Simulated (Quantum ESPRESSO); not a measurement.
# ZnSe (Stilleite) (F-43m) in Quantum ESPRESSO: further runs

One crystal, ZnSe (Stilleite), is run at these levels: PBE; tasks: phonons.

Program: Quantum ESPRESSO 7.5. These are calculated values, not measurements. Logs are shortened: lines on timing, memory, paths and dates and some standing lists are left out, and cuts for length are marked.

**Experimental background.**

From a printed reference work, textbook, for a bulk crystal of ZnSe: high-frequency dielectric constant 5.9.

The runs below are set against these values where they give the same quantity.

### 1 The crystal as given

It takes space group F-43m (No. 216, cubic). The conventional cell has a = 5.668 Å, b = 5.668 Å, c = 5.668 Å, α = 90.00°, β = 90.00°, γ = 90.00°. Se (site symmetry -43m) has 4 Zn at 2.45 Å as nearest neighbours. Zn (site symmetry -43m) is surrounded by 4 Se at 2.45 Å.

### 2 Phonons, PBE

pw.in reads:

```
&CONTROL
  calculation = 'scf'
  prefix = 'pwscf'
  outdir = './tmp'
  pseudo_dir = './pseudo'
  tprnfor = .true.
  tstress = .true.
  disk_io = 'low'
/
&SYSTEM
  ibrav = 0
  A = 4.00759839
  nat = 2
  ntyp = 2
  ecutwfc = 86
  nbnd = 26
  occupations = 'smearing'
  smearing = 'fd'
  degauss = 0.00367493
/
&ELECTRONS
  conv_thr = 4d-10
  electron_maxstep = 120
  mixing_beta = 0.5
/
ATOMIC_SPECIES
Se    78.9710 Se.upf
Zn    65.3800 Zn.upf
CELL_PARAMETERS alat
   0.0000000000    0.7071067817    0.7071067817
   0.7071067817    0.0000000000    0.7071067817
   0.7071067817    0.7071067817    0.0000000000
ATOMIC_POSITIONS alat
Se     1.0606601726    1.0606601726    1.0606601726
Zn     0.0000000000    0.0000000000    0.0000000000
K_POINTS automatic
4 4 4 1 1 1
```

relax.in reads:

```
&CONTROL
  calculation = 'vc-relax'
  prefix = 'pwscf'
  outdir = './tmp'
  pseudo_dir = './pseudo'
  tprnfor = .true.
  tstress = .true.
  disk_io = 'low'
  nstep = 40
  forc_conv_thr = 0.0001
  etot_conv_thr = 1d-06
/
&SYSTEM
  ibrav = 0
  A = 4.00759839
  nat = 2
  ntyp = 2
  ecutwfc = 86
  nbnd = 26
  occupations = 'smearing'
  smearing = 'fd'
  degauss = 0.00367493
/
&ELECTRONS
  conv_thr = 4d-10
  electron_maxstep = 120
  mixing_beta = 0.5
/
&IONS
  ion_dynamics = 'bfgs'
/
&CELL
  cell_dynamics = 'bfgs'
  press = 0
  press_conv_thr = 0.2
/
ATOMIC_SPECIES
Se    78.9710 Se.upf
Zn    65.3800 Zn.upf
CELL_PARAMETERS alat
   0.0000000000    0.7071067817    0.7071067817
   0.7071067817    0.0000000000    0.7071067817
   0.7071067817    0.7071067817    0.0000000000
ATOMIC_POSITIONS alat
Se     1.0606601726    1.0606601726    1.0606601726
Zn     0.0000000000    0.0000000000    0.0000000000
K_POINTS automatic
4 4 4 1 1 1
```

gamma.in reads:

```
&CONTROL
  calculation = 'bands'
  prefix = 'pwscf'
  outdir = './tmp'
  pseudo_dir = './pseudo'
  disk_io = 'low'
  verbosity = 'high'
/
&SYSTEM
  ibrav = 0
  A = 4.05320107
  nat = 2
  ntyp = 2
  ecutwfc = 86
  nbnd = 26
  occupations = 'smearing'
  smearing = 'fd'
  degauss = 0.00367493
/
&ELECTRONS
  conv_thr = 1d-08
  electron_maxstep = 120
  mixing_beta = 0.5
  diago_full_acc = .true.
  startingwfc = 'random'
/
ATOMIC_SPECIES
Se    78.9710 Se.upf
Zn    65.3800 Zn.upf
CELL_PARAMETERS alat
   0.0000000000    0.7071067819    0.7071067819
   0.7071067819    0.0000000000    0.7071067819
   0.7071067819    0.7071067819    0.0000000000
ATOMIC_POSITIONS alat
Se     1.0606601728    1.0606601728    1.0606601728
Zn     0.0000000000    0.0000000000    0.0000000000
K_POINTS crystal
1
0.0 0.0 0.0 1
```

scf2.in reads:

```
&CONTROL
  calculation = 'scf'
  prefix = 'pwscf'
  outdir = './tmp'
  pseudo_dir = './pseudo'
  tprnfor = .true.
  tstress = .true.
  disk_io = 'low'
/
&SYSTEM
  ibrav = 0
  A = 4.05320107
  nat = 2
  ntyp = 2
  ecutwfc = 86
  nbnd = 26
  occupations = 'fixed'
/
&ELECTRONS
  conv_thr = 1d-13
  electron_maxstep = 120
  mixing_beta = 0.5
  startingpot = 'file'
/
ATOMIC_SPECIES
Se    78.9710 Se.upf
Zn    65.3800 Zn.upf
CELL_PARAMETERS alat
   0.0000000000    0.7071067819    0.7071067819
   0.7071067819    0.0000000000    0.7071067819
   0.7071067819    0.7071067819    0.0000000000
ATOMIC_POSITIONS alat
Se     1.0606601728    1.0606601728    1.0606601728
Zn     0.0000000000    0.0000000000    0.0000000000
K_POINTS automatic
4 4 4 1 1 1
```

ph.in reads:

```
phonons of ZnSe
&INPUTPH
  prefix = 'pwscf'
  outdir = './tmp'
  tr2_ph = 1d-18
  fildyn = 'dyn'
  niter_ph = 90
  alpha_mix(1) = 0.7
  epsil = True
/
0.0000000000 0.0000000000 0.0000000000
```

dynmat.in reads:

```
&INPUT
  fildyn = 'dyn'
  asr = 'crystal'
  lperm = .true.
  filout = 'dynmat.disp'
  fileig = 'dynmat.eig'
/
```

dynmat_lo.in reads:

```
&INPUT
  fildyn = 'dyn'
  asr = 'crystal'
  filout = 'dynmat_lo.disp'
  fileig = 'dynmat_lo.eig'
  q(1) = 0
  q(2) = 0
  q(3) = 1
/
```

Potentials or basis: Ansatz NC SR PBE.

Command:

```bash
OMP_NUM_THREADS=1 mpirun -n 4 pw.x -nk 2 -in pw.in > pw.out
OMP_NUM_THREADS=1 mpirun -n 4 pw.x -nk 2 -in relax.in > relax.out
OMP_NUM_THREADS=1 mpirun -n 4 pw.x -in gamma.in > gamma.out
OMP_NUM_THREADS=1 mpirun -n 4 pw.x -nk 2 -in scf2.in > scf2.out
OMP_NUM_THREADS=1 mpirun -n 4 ph.x -nk 2 -in ph.in > ph.out
OMP_NUM_THREADS=1 mpirun -n 1 dynmat.x -in dynmat.in > dynmat.out
OMP_NUM_THREADS=1 mpirun -n 1 dynmat.x -in dynmat_lo.in > dynmat_lo.out
```

pw.out:

```text
[... set-up lines left out ...]
     Self-consistent Calculation

     iteration #  1     ecut=    86.00 Ry     beta= 0.50
     Davidson diagonalization with overlap
     ethr =  1.00E-02,  avg # of iterations =  5.4

     Threshold (ethr) on eigenvalues was too large:
     Diagonalizing with lowered threshold

     Davidson diagonalization with overlap
     ethr =  1.90E-04,  avg # of iterations =  4.3

     total energy              =    -660.58486300 Ry
     estimated scf accuracy    <       0.06847471 Ry

     iteration #  2     ecut=    86.00 Ry     beta= 0.50
     Davidson diagonalization with overlap
     ethr =  1.90E-04,  avg # of iterations =  2.0

     total energy              =    -660.60129120 Ry
     estimated scf accuracy    <       0.00750301 Ry

     iteration #  3     ecut=    86.00 Ry     beta= 0.50
     Davidson diagonalization with overlap
     ethr =  2.08E-05,  avg # of iterations =  2.9

     total energy              =    -660.60231284 Ry
     estimated scf accuracy    <       0.00094026 Ry

     iteration #  4     ecut=    86.00 Ry     beta= 0.50
     Davidson diagonalization with overlap
     ethr =  2.61E-06,  avg # of iterations =  2.7

     total energy              =    -660.60236807 Ry
     estimated scf accuracy    <       0.00003822 Ry

     iteration #  5     ecut=    86.00 Ry     beta= 0.50
     Davidson diagonalization with overlap
     ethr =  1.06E-07,  avg # of iterations =  2.0

     total energy              =    -660.60237245 Ry
     estimated scf accuracy    <       0.00000225 Ry

     iteration #  6     ecut=    86.00 Ry     beta= 0.50
     Davidson diagonalization with overlap
     ethr =  6.26E-09,  avg # of iterations =  2.1

     total energy              =    -660.60237279 Ry
     estimated scf accuracy    <       0.00000009 Ry

     iteration #  7     ecut=    86.00 Ry     beta= 0.50
     Davidson diagonalization with overlap
     ethr =  2.55E-10,  avg # of iterations =  2.4

     total energy              =    -660.60237282 Ry
     estimated scf accuracy    <       0.00000002 Ry

     iteration #  8     ecut=    86.00 Ry     beta= 0.50
     Davidson diagonalization with overlap
     ethr =  5.72E-11,  avg # of iterations =  2.0

     total energy              =    -660.60237282 Ry
     estimated scf accuracy    <          1.1E-09 Ry

     iteration #  9     ecut=    86.00 Ry     beta= 0.50
     Davidson diagonalization with overlap
     ethr =  2.98E-12,  avg # of iterations =  2.0

     total energy              =    -660.60237282 Ry
     estimated scf accuracy    <          7.4E-10 Ry

     iteration # 10     ecut=    86.00 Ry     beta= 0.50
     Davidson diagonalization with overlap
     ethr =  2.06E-12,  avg # of iterations =  2.0

     End of self-consistent calculation

          k = 0.0884 0.0884 0.0884 (  4147 PWs)   bands (ev):

  -116.8192 -70.9772 -70.9772 -70.9772 -38.5339 -38.5339 -38.5339 -38.5292
   -38.5292  -4.7757   1.8534   1.8623   1.8623   2.2140   2.2140   7.0683
     8.2318   8.2318  10.6583  14.1387  14.4537  14.4537  19.0820  19.0820
    19.1846  20.8378

          k = 0.2652 0.2652-0.0884 (  4133 PWs)   bands (ev):

  -116.8192 -70.9772 -70.9772 -70.9772 -38.5339 -38.5338 -38.5338 -38.5292
   -38.5292  -4.3452   1.9186   1.9224   1.9677   2.2038   2.2354   4.8070
     6.9166   7.8571  11.8553  14.5854  14.9966  15.2585  18.1466  19.7372
    20.8096  22.9689

          k =-0.2652-0.2652 0.4419 (  4138 PWs)   bands (ev):

  -116.8192 -70.9772 -70.9772 -70.9772 -38.5339 -38.5338 -38.5337 -38.5292
   -38.5292  -4.0534   1.9351   1.9573   2.1912   2.2359   2.3564   3.3851
     6.8361   7.2868  11.7175  14.2745  15.3223  16.8048  19.3651  20.8206
    21.5319  22.4079

          k =-0.0884-0.0884 0.2652 (  4125 PWs)   bands (ev):

  -116.8192 -70.9772 -70.9772 -70.9772 -38.5339 -38.5338 -38.5338 -38.5292
   -38.5292  -4.5338   1.8556   1.9133   1.9172   2.1988   2.2287   5.7795
     7.5810   7.6282  11.8104  13.3946  15.2960  15.4450  17.5104  19.9464
    20.5004  22.0904

          k = 0.4419 0.0884 0.0884 (  4116 PWs)   bands (ev):

  -116.8192 -70.9772 -70.9772 -70.9772 -38.5340 -38.5337 -38.5337 -38.5293
   -38.5291  -4.1587   1.8766   1.9997   2.0156   2.2214   2.2468   4.6196
     6.5952   6.8314  12.1665  12.8464  15.9567  16.9387  18.4757  21.3763
    22.4629  24.0082

          k =-0.0884-0.4419 0.6187 (  4141 PWs)   bands (ev):

  -116.8192 -70.9772 -70.9772 -70.9772 -38.5339 -38.5337 -38.5336 -38.5292
   -38.5291  -3.8594   1.9502   2.0372   2.1496   2.2248   2.4606   3.7140
     5.5091   6.3278  12.7605  13.9869  15.6659  17.4681  18.8323  21.6029
    22.5406  24.0468

          k = 0.0884-0.2652 0.4419 (  4138 PWs)   bands (ev):

  -116.8192 -70.9772 -70.9772 -70.9772 -38.5339 -38.5338 -38.5337 -38.5292
   -38.5291  -4.0658   1.9414   1.9729   2.1044   2.2278   2.2802   4.0419
     6.1152   7.1026  12.6485  13.9457  15.0919  16.6386  18.7788  20.9913
    22.0918  22.6778

          k =-0.6187 0.0884 0.0884 (  4135 PWs)   bands (ev):

  -116.8192 -70.9772 -70.9772 -70.9772 -38.5341 -38.5336 -38.5336 -38.5293
   -38.5291  -3.8646   1.8989   2.0757   2.0927   2.2551   2.3786   3.7929
     5.9169   6.3679  11.7129  12.5056  17.6968  18.5210  19.5075  22.0409
    22.7123  23.4810

          k = 0.2652 0.2652 0.2652 (  4158 PWs)   bands (ev):

  -116.8192 -70.9772 -70.9772 -70.9772 -38.5339 -38.5338 -38.5338 -38.5292
   -38.5292  -4.2217   1.9250   1.9250   2.1035   2.2262   2.2262   3.9019
     7.6254   7.6254  11.0158  14.8470  14.8470  16.4061  18.8287  19.9561
    19.9561  23.8416

          k =-0.2652-0.2652 0.7955 (  4137 PWs)   bands (ev):

  -116.8192 -70.9772 -70.9772 -70.9772 -38.5339 -38.5337 -38.5337 -38.5292
   -38.5291  -3.9413   1.9453   2.0022   2.1827   2.2217   2.4076   3.6429
     5.5869   7.0464  12.3363  14.5497  16.2973  16.5362  18.5407  19.5880
    22.5026  24.1003

     the Fermi energy is     9.6322 ev

!    total energy              =    -660.60237282 Ry
     estimated scf accuracy    <          3.0E-12 Ry
     smearing contrib. (-TS)   =      -0.00000000 Ry
     internal energy E=F+TS    =    -660.60237282 Ry

     The total energy is F=E-TS. E is the sum of the following terms:
     one-electron contribution =    -488.37553323 Ry
     hartree contribution      =     249.91244850 Ry
     xc contribution           =     -93.39615840 Ry
     ewald contribution        =    -328.74312970 Ry

     convergence has been achieved in  10 iterations

     Forces acting on atoms (cartesian axes, Ry/au):

     atom    1 type  1   force =     0.00000000    0.00000000   -0.00000000
     atom    2 type  2   force =     0.00000000   -0.00000000   -0.00000000

     Total force =     0.000000     Total SCF correction =     0.000000

     Computing stress (Cartesian axis) and pressure

          total   stress  (Ry/bohr**3)                   (kbar)     P=       20.93
   0.00014229  -0.00000000  -0.00000000           20.93       -0.00       -0.00
  -0.00000000   0.00014229  -0.00000000           -0.00       20.93       -0.00
  -0.00000000  -0.00000000   0.00014229           -0.00       -0.00       20.93

=------------------------------------------------------------------------------=
   JOB DONE.
=------------------------------------------------------------------------------=
```

Run time: 4.1 min. Hardware: 4 MPI ranks of Arm Neoverse V1, shared host; peak memory 0.32 GiB.

What came out:

- Free energy: -8987.9632 eV
- Relaxed volume: 23.54 Å³/atom
- Relaxed cell: a = 4.053 Å, b = 4.053 Å, c = 4.053 Å, α = 60.00°, β = 60.00°, γ = 60.00°
- Space group after relaxing (to 0.05 Å): F-43m (No. 216)
- Pressure after relaxing: 0.0 GPa
- Electronic dielectric tensor (diagonal): 7.44
- Born charges (mean of the diagonal): Se -2.13; Zn +2.10 e
- Highest phonon frequency at Γ, LO-TO splitting left out: 195 cm⁻¹
- Static dielectric tensor (diagonal): 10.87

The path:
```tsv
step	energy change (eV)	largest force (eV/Å)	pressure (GPa)	volume (Å³)
1	0.0000	0.0000	2.09	45.51
2	-0.0053	0.0000	1.40	46.00
3	-0.0088	0.0000	0.68	46.54
4	-0.0100	0.0000	0.03	47.06
5	-0.0100	0.0000	0.00	47.08
```

Final structure:
```
Se Zn
1.0
     0.00000    2.86605    2.86605
     2.86605    0.00000    2.86605
     2.86605    2.86605    0.00000
Se Zn
1 1
Direct
  0.75000 0.75000 0.75000
  0.00000 0.00000 0.00000
```

Levels at points of the mesh, in eV from the valence-band top:
| k point | band 14 | band 15 | band 16 | band 17 | band 18 | band 19 | band 20 | band 21 | band 22 | band 23 |
| --- | --- | --- | --- | --- | --- | --- | --- | --- | --- | --- |
| (0.12, 0.12, 0.12) | -5.94 | -5.94 | -1.15 | 0.00 | 0.00 | 2.29 | 5.88 | 6.21 | 6.21 | 10.80 |

Phonon frequencies in cm⁻¹ (negative: imaginary):
```csv
q point,frequencies
"(0.000, 0.000, 0.000)",3 3 3 195 195 195
```

Electronic dielectric tensor:
```
7.44 0.00 0.00
0.00 7.44 0.00
0.00 0.00 7.44
```

Born effective charge tensors (e):
atom 1, Se
```
-2.13  0.00  0.00
 0.00 -2.13  0.00
 0.00  0.00 -2.13
```
atom 2, Zn
```
2.10 0.00 0.00
0.00 2.10 0.00
0.00 0.00 2.10
```

Optical modes at Γ, degenerate ones joined, polar ones without the macroscopic field:
```tsv
cm⁻¹	components	symmetry	active in	IR intensity, summed ((D/Å)²/amu)
195	3	T2	IR and Raman	8.66
```

Zone-centre frequencies without and with the macroscopic field along z (cm⁻¹):
```csv
,optical modes in rising order
without,195 195 195
with the field,195 195 236
```

Static dielectric tensor, electrons and zone-centre modes:
```
10.87  0.00  0.00
 0.00 10.87  0.00
 0.00  0.00 10.87
```

Caveat: the mesh is thin for the dielectric tensor, Born charges and intensities, which usually come out too large.

### 3 Phonons, PBE, target pressure 5 GPa, at which the enthalpy is minimised

pw.in is that of step 2.

relax.in: that of step 2 with these lines changed.

```diff
@@ -33,3 +33,3 @@
   cell_dynamics = 'bfgs'
-  press = 0
+  press = 50
   press_conv_thr = 0.2
```

scf2.in reads:

```
&CONTROL
  calculation = 'scf'
  prefix = 'pwscf'
  outdir = './tmp'
  pseudo_dir = './pseudo'
  tprnfor = .true.
  tstress = .true.
  disk_io = 'low'
/
&SYSTEM
  ibrav = 0
  A = 3.95415461
  nat = 2
  ntyp = 2
  ecutwfc = 86
  nbnd = 26
  occupations = 'fixed'
/
&ELECTRONS
  conv_thr = 1d-13
  electron_maxstep = 120
  mixing_beta = 0.5
  startingpot = 'file'
  startingwfc = 'file'
/
ATOMIC_SPECIES
Se    78.9710 Se.upf
Zn    65.3800 Zn.upf
CELL_PARAMETERS alat
   0.0000000000    0.7071067820    0.7071067820
   0.7071067820    0.0000000000    0.7071067820
   0.7071067820    0.7071067820    0.0000000000
ATOMIC_POSITIONS alat
Se     1.0606601731    1.0606601731    1.0606601731
Zn     0.0000000000    0.0000000000    0.0000000000
K_POINTS automatic
4 4 4 1 1 1
```

ph.in: that of step 2 with these lines changed.

```diff
@@ -8,3 +8,3 @@
   alpha_mix(1) = 0.7
-  epsil = True
+  epsil = .true.
 /
```

dynmat.in is that of step 2.

dynmat_lo.in is that of step 2.

Potentials or basis: Ansatz NC SR PBE.

Command:

```bash
OMP_NUM_THREADS=1 mpirun -n 4 pw.x -nk 2 -in pw.in > pw.out
OMP_NUM_THREADS=1 mpirun -n 4 pw.x -nk 2 -in relax.in > relax.out
OMP_NUM_THREADS=1 mpirun -n 4 pw.x -nk 2 -in scf2.in > scf2.out
OMP_NUM_THREADS=1 mpirun -n 4 ph.x -nk 2 -in ph.in > ph.out
OMP_NUM_THREADS=1 mpirun -n 1 dynmat.x -in dynmat.in > dynmat.out
OMP_NUM_THREADS=1 mpirun -n 1 dynmat.x -in dynmat_lo.in > dynmat_lo.out
```

pw.out:

```text
[... set-up lines left out ...]
     Self-consistent Calculation

     iteration #  1     ecut=    86.00 Ry     beta= 0.50
     Davidson diagonalization with overlap
     ethr =  1.00E-02,  avg # of iterations =  5.4

     Threshold (ethr) on eigenvalues was too large:
     Diagonalizing with lowered threshold

     Davidson diagonalization with overlap
     ethr =  1.90E-04,  avg # of iterations =  4.3

     total energy              =    -660.58486300 Ry
     estimated scf accuracy    <       0.06847471 Ry
[... 57 lines left out ...]
     iteration # 10     ecut=    86.00 Ry     beta= 0.50
     Davidson diagonalization with overlap
     ethr =  2.06E-12,  avg # of iterations =  2.0

     End of self-consistent calculation

          k = 0.0884 0.0884 0.0884 (  4147 PWs)   bands (ev):

[... 48 lines left out ...]

  -116.8192 -70.9772 -70.9772 -70.9772 -38.5341 -38.5336 -38.5336 -38.5293
   -38.5291  -3.8646   1.8989   2.0757   2.0927   2.2551   2.3786   3.7929
     5.9169   6.3679  11.7129  12.5056  17.6968  18.5210  19.5075  22.0409
    22.7123  23.4810
[... 10 lines left out ...]
  -116.8192 -70.9772 -70.9772 -70.9772 -38.5339 -38.5337 -38.5337 -38.5292
   -38.5291  -3.9413   1.9453   2.0022   2.1827   2.2217   2.4076   3.6429
     5.5869   7.0464  12.3363  14.5497  16.2973  16.5362  18.5407  19.5880
    22.5026  24.1003

     the Fermi energy is     9.6322 ev

!    total energy              =    -660.60237282 Ry
     estimated scf accuracy    <          3.0E-12 Ry
     smearing contrib. (-TS)   =      -0.00000000 Ry
     internal energy E=F+TS    =    -660.60237282 Ry

     The total energy is F=E-TS. E is the sum of the following terms:
     one-electron contribution =    -488.37553323 Ry
     hartree contribution      =     249.91244850 Ry
     xc contribution           =     -93.39615840 Ry
     ewald contribution        =    -328.74312970 Ry

     convergence has been achieved in  10 iterations

     Forces acting on atoms (cartesian axes, Ry/au):

     atom    1 type  1   force =     0.00000000    0.00000000   -0.00000000
     atom    2 type  2   force =     0.00000000   -0.00000000   -0.00000000

     Total force =     0.000000     Total SCF correction =     0.000000

     Computing stress (Cartesian axis) and pressure

          total   stress  (Ry/bohr**3)                   (kbar)     P=       20.93
   0.00014229  -0.00000000  -0.00000000           20.93       -0.00       -0.00
  -0.00000000   0.00014229  -0.00000000           -0.00       20.93       -0.00
  -0.00000000  -0.00000000   0.00014229           -0.00       -0.00       20.93

=------------------------------------------------------------------------------=
   JOB DONE.
=------------------------------------------------------------------------------=
```

relax.out:

```text
[... set-up lines left out ...]
     Self-consistent Calculation

     iteration #  1     ecut=    86.00 Ry     beta= 0.50
     Davidson diagonalization with overlap
     ethr =  1.00E-02,  avg # of iterations =  5.4
[... 1016 lines left out ...]
     ethr =  1.89E-04,  avg # of iterations =  2.0
[... 153 lines left out ...]
          total   stress  (Ry/bohr**3)                   (kbar)     P=       50.00
   0.00033989   0.00000000  -0.00000000           50.00        0.00       -0.00
  -0.00000000   0.00033989   0.00000000           -0.00       50.00        0.00
  -0.00000000  -0.00000000   0.00033989           -0.00       -0.00       50.00

=------------------------------------------------------------------------------=
   JOB DONE.
=------------------------------------------------------------------------------=
```

Wall time 4.2 min (4 MPI ranks of Arm Neoverse V1, shared host); peak memory 0.32 GiB.

Results:

| Quantity | Value |
| --- | --- |
| Free energy | -8987.9139 eV |
| Relaxed volume | 21.86 Å³/atom |
| Relaxed cell | a = 3.954 Å, b = 3.954 Å, c = 3.954 Å, α = 60.00°, β = 60.00°, γ = 60.00° |
| Space group after relaxing (to 0.05 Å) | F-43m (No. 216) |
| Pressure after relaxing | 5.0 GPa |
| Electronic dielectric tensor (diagonal) | 7.28 |
| Born charges (mean of the diagonal) | Se -2.01; Zn +1.99 e |
| Highest phonon frequency at Γ, LO-TO splitting left out | 222 cm⁻¹ |
| Static dielectric tensor (diagonal) | 9.84 |

Step by step:
```tsv
step	energy change (eV)	largest force (eV/Å)	pressure (GPa)	volume (Å³)
1	0.0000	0.0000	2.09	45.51
2	0.0109	0.0000	3.11	44.84
3	0.0352	0.0000	4.77	43.85
4	0.0394	0.0000	5.01	43.71
5	0.0392	0.0000	5.00	43.72
```

Final structure:
```
CELL_PARAMETERS angstrom
0.00000 2.79601 2.79601
2.79601 0.00000 2.79601
2.79601 2.79601 0.00000
ATOMIC_POSITIONS crystal
Se 0.75000 0.75000 0.75000
Zn 0.00000 0.00000 0.00000
```

Phonon frequencies in cm⁻¹ (negative: imaginary):
```tsv
q point	frequencies
(0.000, 0.000, 0.000)	-3 -3 -3 222 222 222
```

Electronic dielectric tensor:
```
7.28 0.00 0.00
0.00 7.28 0.00
0.00 0.00 7.28
```

Born effective charge tensors (e):
atom 1, Se
```
-2.01  0.00  0.00
 0.00 -2.01  0.00
 0.00  0.00 -2.01
```
atom 2, Zn
```
1.99 0.00 0.00
0.00 1.99 0.00
0.00 0.00 1.99
```

Optical modes at Γ, degenerate ones joined, polar ones without the macroscopic field:
```csv
cm⁻¹,components,symmetry,active in,"IR intensity, summed ((D/Å)²/amu)"
222,3,T2,IR and Raman,7.73
```

Zone-centre frequencies without and with the macroscopic field along z (cm⁻¹):
```csv
,optical modes in rising order
without,222 222 222
with the field,222 222 258
```

Static dielectric tensor, electrons and zone-centre modes:
```
9.84 0.00 0.00
0.00 9.84 0.00
0.00 0.00 9.84
```

Caveat: the cell is more than 3 GPa from zero pressure, which shifts response properties.

(Continued in part 2 of 3.)
